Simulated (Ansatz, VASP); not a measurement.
## Cross-check of B27P26C (C_P) between VASP and Ansatz

Aim: how closely do two programs agree when they are given the same cell, functional and k mesh? The structure shown is the start of the Ansatz relaxation below; VASP solves that cell, so the two are compared at the walk's first step.

Calculated with Ansatz 0.2.0; plane waves, with VASP 6.6.1 beside it; r2SCAN.

### 1. Set-up

The cell holds 54 atoms: 27 B, 26 P and 1 C. Cell: a = 9.623 Å, b = 9.623 Å, c = 9.623 Å, α = 60.0°, β = 60.0°, γ = 60.0°. It derives from BP (BP (F-43m)). Nearest the centre at fractional (0.250, 0.583, 0.583): C54 at 0.05 Å, B15 at 1.96 Å, B18 at 1.97 Å, B9 at 1.97 Å, B17 at 2.01 Å, P40 at 3.17 Å, P29 at 3.20 Å, P49 at 3.20 Å. The cell carries charge −1.

As a file:

```cif
data_structure
_symmetry_space_group_name_H-M 'P 1'
_symmetry_Int_Tables_number 1
_cell_length_a 9.6231
_cell_length_b 9.6231
_cell_length_c 9.6231
_cell_angle_alpha 60.000
_cell_angle_beta 60.000
_cell_angle_gamma 60.000
_cell_volume 630.13
loop_
_atom_site_label
_atom_site_type_symbol
_atom_site_fract_x
_atom_site_fract_y
_atom_site_fract_z
_atom_site_occupancy
B1 B 0.99957 0.00521 0.99485 1
B2 B 0.99612 0.00185 0.33844 1
B3 B 0.00132 0.99617 0.66378 1
B4 B 0.99374 0.33476 0.00316 1
B5 B 0.00444 0.33563 0.33176 1
B6 B 0.00444 0.33222 0.66130 1
B7 B 0.99687 0.66250 0.00400 1
B8 B 0.99477 0.66530 0.33786 1
B9 B 0.99952 0.66211 0.66599 1
B10 B 0.32747 0.00424 0.00124 1
B11 B 0.33251 0.00593 0.33237 1
B12 B 0.33413 0.99442 0.67138 1
B13 B 0.33197 0.33098 0.00631 1
B14 B 0.33485 0.33639 0.32705 1
B15 B 0.33240 0.33389 0.67199 1
B16 B 0.33371 0.66675 0.99459 1
B17 B 0.33706 0.66978 0.32803 1
B18 B 0.33192 0.67250 0.66243 1
B19 B 0.66610 0.99638 0.00608 1
B20 B 0.66053 0.00280 0.33380 1
B21 B 0.66075 0.00020 0.67065 1
B22 B 0.67071 0.33513 0.99413 1
B23 B 0.66617 0.33946 0.33005 1
B24 B 0.66764 0.32739 0.66751 1
B25 B 0.66443 0.67257 0.99624 1
B26 B 0.66658 0.66801 0.33777 1
B27 B 0.67194 0.66212 0.66794 1
P28 P 0.25187 0.25500 0.24755 1
P29 P 0.24397 0.25360 0.58363 1
P30 P 0.25417 0.24410 0.91787 1
P31 P 0.25520 0.58481 0.24555 1
P32 P 0.25058 0.58813 0.91682 1
P33 P 0.24823 0.92080 0.24488 1
P34 P 0.25630 0.91517 0.58039 1
P35 P 0.25136 0.91191 0.91492 1
P36 P 0.57972 0.25538 0.24683 1
P37 P 0.58709 0.24619 0.57979 1
P38 P 0.58650 0.24711 0.91231 1
P39 P 0.58546 0.57786 0.24904 1
P40 P 0.57962 0.57973 0.58652 1
P41 P 0.57718 0.58531 0.92008 1
P42 P 0.57944 0.92064 0.25336 1
P43 P 0.58658 0.91740 0.58552 1
P44 P 0.58031 0.91758 0.91315 1
P45 P 0.91660 0.24448 0.25080 1
P46 P 0.91318 0.25571 0.58406 1
P47 P 0.92287 0.24740 0.91380 1
P48 P 0.92105 0.58576 0.24827 1
P49 P 0.91340 0.58732 0.58665 1
P50 P 0.91899 0.58410 0.91978 1
P51 P 0.91193 0.91496 0.25521 1
P52 P 0.91198 0.92179 0.58479 1
P53 P 0.91525 0.91850 0.91153 1
C54 C 0.24397 0.58609 0.58345 1
```

### 2. Ansatz: relaxation, r2SCAN

Ansatz runs on its PAW soft_1 files.

The two programs are compared at the cell with which this relaxation starts, whose forces are those of its first step.

The input, input.yaml:

```yaml
crystal:
  lattice:
    - [0.0, 2.26818541, 2.26818541]
    - [2.26818541, 0.0, 2.26818541]
    - [2.26818541, 2.26818541, 0.0]
  atoms:
    - { symbol: B, position: [0.0, 0.0, 0.0] }
    - { symbol: P, position: [0.75, 0.75, 0.75] }
  supercell: [3, 3, 3]
  defects: [{ substitution: { at: 9, symbol: C } }]
total_charge: -1
basis:
  ecutwfc: 500
  xc_grid: 2
hamiltonian:
  xc: r2scan
  pseudopotentials: { kind: paw, azcp: { folder: soft_1 } }
kpoints:
  mp_grid: { grid: [2, 2, 2], shift: [0.5, 0.5, 0.5] }
scf:
  occupations: { method: fixed }
  max_iter: 100
output:
  forces: true
  charged_corrections: { epsilon: 9.31, static_epsilon: 9.42 }
relax:
  f_tol: 0.02
  max_steps: 80
  random_displacement: { amplitude: 0.05, seed: 2478 }
checkpoint:
  write: "../qm1.relax.run"
  compress: false
  write_wavefunctions: true
  write_every: 100000
```

The run is started by

```
$ ansatz run input.yaml --threads 4 --pin off --max-ram 7536MiB --backend cpu --events-out ev --progress --plain --runs-dir out
```

Numbers of over 12 decimals in the logs are rounded to 6 here.

The log of the run:

```text
Engine: ansatz 0.2.0, aarch64-unknown-linux-gnu
Pseudopotentials: kind: paw
Pseudopotential: B, paw, valence charge 3, recommended cutoff 500 eV (meta_gga), soft_1/B.paw.azcp
Pseudopotential: P, paw, valence charge 5, recommended cutoff 500 eV (meta_gga), soft_1/P.paw.azcp
Pseudopotential: C, paw, valence charge 4, recommended cutoff 500 eV (meta_gga), soft_1/C.paw.azcp
Functional definition: r2SCAN
  parameter k0 = 0.174
  parameter k1 = 0.065
  parameter a1 = 4.9479
  exchange = r2scan_x(k0 = k0, k1 = k1, a1 = a1)
  correlation = r2scan_c
Crystal: 54 atoms, lattice volume = 630.129 Å³
Basis set: ecut = 500 eV, 16049 PW (Γ), exchange–correlation on 144×144×144 points (8 copies of the dense FFT grid, shifted against one another)
Bands: 162, of which v1, the nominal top of the filled ones, is band 108 counted from 1 (107 counted from 0)
Symmetry: 1 space group operations
k-points: 4 of 8 (time reversal used)
Non-local potential: B, projectors of the file, l = 0: 2, l = 1: 2, l = 2: 1
Non-local potential: P, projectors of the file, l = 0: 2, l = 1: 2, l = 2: 1
Non-local potential: C, projectors of the file, l = 0: 2, l = 1: 2, l = 2: 1
PAW form: soft (Blöchl's): semilocal exchange-correlation on the pseudo side does not see the compensation charge
PAW frozen core: B, regenerated for the run's functional (the file was generated under x = pbe(κ = 0.804, μ = 0.219515), c = pbe(β = 0.066725))
PAW frozen core: P, regenerated for the run's functional (the file was generated under x = pbe(κ = 0.804, μ = 0.219515), c = pbe(β = 0.066725))
PAW frozen core: C, regenerated for the run's functional (the file was generated under x = pbe(κ = 0.804, μ = 0.219515), c = pbe(β = 0.066725))
PAW one-centre angular grid: B, 302 points (default); XC on 223 of its mesh's 2233 points in the sphere
PAW one-centre angular grid: P, 302 points (default); XC on 160 Gauss nodes
PAW one-centre angular grid: C, 302 points (default); XC on 219 of its mesh's 2255 points in the sphere
Initial density: superposition of atomic densities (chi_scale 0.1, normalization cell, long waves kept (reshape's long-wave potential 0.09 eV rms))
Initial wavefunctions: pseudopotential atomic-orbital guess
Functional: x = r2scan, c = r2scan; τ floored in thin density (d = 2e-4 eV/Å³)
SCF iter   1: F=—  HF=-24238.194708 eV  |F-HF|=—  |Δ(HF+E_count)|=         —  Δρ=8.52e-2  dr2=4.90e1  dr2_τ=5.73e0  ethr=3.10e-3  ⟨swp⟩=5.8  Hψ=2318  notcnv=0  defer=197
preconditioner: auto → Resta (q_TF=auto, 2.282 Å⁻¹)  ε∞=4.5  [insulator: Δε(μ)=2.156 eV  Ē_g=11.656 eV  n_scr=136 (ndim 8)  ℏωp=21.7 eV  f_vac=0.000  ε∞_Penn≈4.5]
SCF iter   2: F=—  HF=-24229.260892 eV  |F-HF|=—  |Δ(HF+E_count)|=    8.93e0  Δρ=4.26e-2  dr2=1.08e1  dr2_τ=2.35e-1  ethr=3.10e-3  ⟨swp⟩=3.0  Hψ=1155  notcnv=0  defer=203
SCF iter   3: F=—  HF=-24228.236922 eV  |F-HF|=—  |Δ(HF+E_count)|=    1.02e0  Δρ=8.43e-3  dr2=4.81e-1  dr2_τ=1.88e-2  ethr=3.10e-3  ⟨swp⟩=3.0  Hψ=923  notcnv=0  defer=190
SCF iter   4: F=—  HF=-24228.261581 eV  |F-HF|=—  |Δ(HF+E_count)|=   2.47e-2  Δρ=1.84e-3  dr2=2.32e-2  dr2_τ=2.32e-3  ethr=2.23e-4  ⟨swp⟩=2.0  Hψ=801  notcnv=0  defer=208
SCF iter   5: F=—  HF=-24228.263906 eV  |F-HF|=—  |Δ(HF+E_count)|=   2.32e-3  Δρ=9.23e-4  dr2=6.79e-3  dr2_τ=6.85e-4  ethr=1.07e-5  ⟨swp⟩=3.0  Hψ=860  notcnv=0  defer=208
SCF iter   6: F=—  HF=-24228.263233 eV  |F-HF|=—  |Δ(HF+E_count)|=   6.72e-4  Δρ=1.79e-4  dr2=1.85e-4  dr2_τ=8.34e-6  ethr=3.14e-6  ⟨swp⟩=2.0  Hψ=994  notcnv=0  defer=208
SCF iter   7: F=-24228.263281 eV  HF=-24228.263283 eV  |F-HF|=2.42e-6  |Δ(HF+E_count)|=   4.97e-5  Δρ=3.83e-5  dr2=8.29e-6  dr2_τ=3.07e-7  ethr=4.63e-9  ⟨swp⟩=4.8  Hψ=2521  notcnv=0
SCF 1 converged in 7 iterations: F = -24228.263281 eV  dr2 = 8.29e-6
  greatest PAW one-centre occupation: 0.766 electrons in one spin orbital (limit 2), on the P atom at site 45 (counted from 0), in its partial waves of l = 0
relax step   1: F+E_penalty+E_count = -24228.26328081 eV  Δ(F+E_penalty+E_count) = +0.000e0 eV  max|allowed force component| = 2.689e0 eV/Å  Δτ_max = 0.0000 Å  (7 SCF iters, dr2 threshold 1.00e-5 eV, accepted)
Initial density: handed on by an earlier stage of this run
Initial wavefunctions: those handed on with the density
iter 1 solved again at ethr=3.66e-4 eV; its pass at ethr=3.10e-3 eV (dr2=7.91e-1 eV) is discarded
SCF iter   1: F=—  HF=-24230.756845 eV  |F-HF|=—  |Δ(HF+E_count)|=         —  Δρ=1.08e-2  dr2=8.01e-1  dr2_τ=3.37e-1  ethr=3.66e-4  ⟨swp⟩=1.0  Hψ=2404  notcnv=0  defer=194
preconditioner: auto → Resta (q_TF=auto, 2.282 Å⁻¹)  ε∞=4.6  [insulator: Δε(μ)=1.881 eV  Ē_g=11.387 eV  n_scr=136 (ndim 8)  ℏωp=21.7 eV  f_vac=0.000  ε∞_Penn≈4.6]
SCF iter   2: F=—  HF=-24230.852542 eV  |F-HF|=—  |Δ(HF+E_count)|=   9.57e-2  Δρ=5.39e-3  dr2=1.48e-1  dr2_τ=5.05e-3  ethr=3.66e-4  ⟨swp⟩=2.0  Hψ=812  notcnv=0  defer=207
[...]
k-point 2: bands = [... 104 lower, 7.7273, 7.9247, 8.3893, 8.5691, 10.8065, 11.6752, 11.7947, 11.7993, ... 50 higher]
  k-point 3: bands = [... 104 lower, 7.7270, 7.9254, 8.3896, 8.5700, 10.8066, 11.6751, 11.7947, 11.7993, ... 50 higher]
--- Relaxed structure (5 steps of the walk, 5 accepted, 0 SCFs on fresh bases) ---
  F+E_penalty+E_count = -24231.42730005 eV   max|allowed force component| = 1.439e-2 eV/Å
  atoms:
    - { symbol: B, position: [-0.000379874, 0.000566412, -0.000235813] }
    - { symbol: P, position: [0.249579, 0.250571, 0.249730] }
    - { symbol: B, position: [-0.000198208, 0.0010621, 0.333385] }
    - { symbol: P, position: [0.249404, 0.254953, 0.582996] }
    - { symbol: B, position: [-0.00019633, 0.00102567, 0.665501] }
    - { symbol: P, position: [0.249386, 0.254997, 0.912247] }
    - { symbol: B, position: [-0.000177262, 0.334223, 0.000204395] }
    - { symbol: P, position: [0.249402, 0.583798, 0.254158] }
    - { symbol: B, position: [-0.000430348, 0.333941, 0.333118] }
    - { symbol: C, position: [0.249409, 0.583865, 0.583083] }
    - { symbol: B, position: [-0.00018114, 0.334201, 0.665493] }
    - { symbol: P, position: [0.249378, 0.583780, 0.912221] }
    - { symbol: B, position: [-0.000179009, 0.666306, 0.000181095] }
    - { symbol: P, position: [0.249376, 0.913076, 0.254195] }
    - { symbol: B, position: [-0.000173039, 0.666295, 0.333392] }
    - { symbol: P, position: [0.249368, 0.913046, 0.582945] }
    - { symbol: B, position: [0.029218, 0.657379, 0.656533] }
    - { symbol: P, position: [0.250032, 0.917039, 0.916235] }
    - { symbol: B, position: [0.332688, 0.000760104, -6.112990113757433e-5] }
    - { symbol: P, position: [0.582457, 0.250958, 0.250154] }
    - { symbol: B, position: [0.331906, 0.00105278, 0.333380] }
    - { symbol: P, position: [0.578694, 0.255016, 0.582942] }
    - { symbol: B, position: [0.332681, 0.000763372, 0.666263] }
    - { symbol: P, position: [0.582453, 0.250954, 0.916032] }
    - { symbol: B, position: [0.331907, 0.334213, 0.000195901] }
    - { symbol: P, position: [0.578685, 0.583756, 0.254217] }
    - { symbol: B, position: [0.331908, 0.334216, 0.333394] }
    - { symbol: P, position: [0.578655, 0.583752, 0.582937] }
    - { symbol: B, position: [0.323037, 0.363580, 0.656530] }
    - { symbol: P, position: [0.582636, 0.584427, 0.916242] }
    - { symbol: B, position: [0.332681, 0.667079, -3.936159030676345e-5] }
    - { symbol: P, position: [0.582452, 0.916845, 0.250137] }
    - { symbol: B, position: [0.323033, 0.657404, 0.362730] }
    - { symbol: P, position: [0.582643, 0.917042, 0.583615] }
    - { symbol: B, position: [0.323029, 0.657353, 0.656509] }
    - { symbol: P, position: [0.582645, 0.917058, 0.916244] }
    - { symbol: B, position: [0.666158, 0.000567413, -0.000237182] }
    - { symbol: P, position: [0.916200, 0.250559, 0.249722] }
    - { symbol: B, position: [0.666179, 0.000574987, 0.333208] }
    - { symbol: P, position: [0.916191, 0.250559, 0.583130] }
    - { symbol: B, position: [0.666340, 0.000760899, 0.666291] }
    - { symbol: P, position: [0.916567, 0.250958, 0.916033] }
    - { symbol: B, position: [0.666175, 0.334018, -0.000234986] }
    - { symbol: P, position: [0.916201, 0.583960, 0.249716] }
    - { symbol: B, position: [0.666710, 0.334186, 0.333360] }
    - { symbol: P, position: [0.920531, 0.583804, 0.583001] }
    - { symbol: B, position: [0.666693, 0.334160, 0.665504] }
    - { symbol: P, position: [0.920574, 0.583791, 0.912256] }
    - { symbol: B, position: [0.666332, 0.667105, -4.591325643010791e-5] }
    - { symbol: P, position: [0.916575, 0.916839, 0.250148] }
    - { symbol: B, position: [0.666700, 0.666307, 0.333353] }
    - { symbol: P, position: [0.920584, 0.913085, 0.582960] }
    - { symbol: B, position: [0.666376, 0.667070, 0.666267] }
    - { symbol: P, position: [0.916552, 0.916854, 0.916035] }
```

(Continued in part 2 of 2.)

[Lines on the potential files, build, host, timing and source positions are cut from VASP's logs without a mark.]

[Logs are printed without paths, hosts, clocks, repeated set-up lines and the standing remarks that a program may print on its own settings, such as how far it seeks lower states.]

[Hosts, paths, dates, database ids (printed as entryN), source tags and the programs' standing remarks are cut or masked in the printed files.]
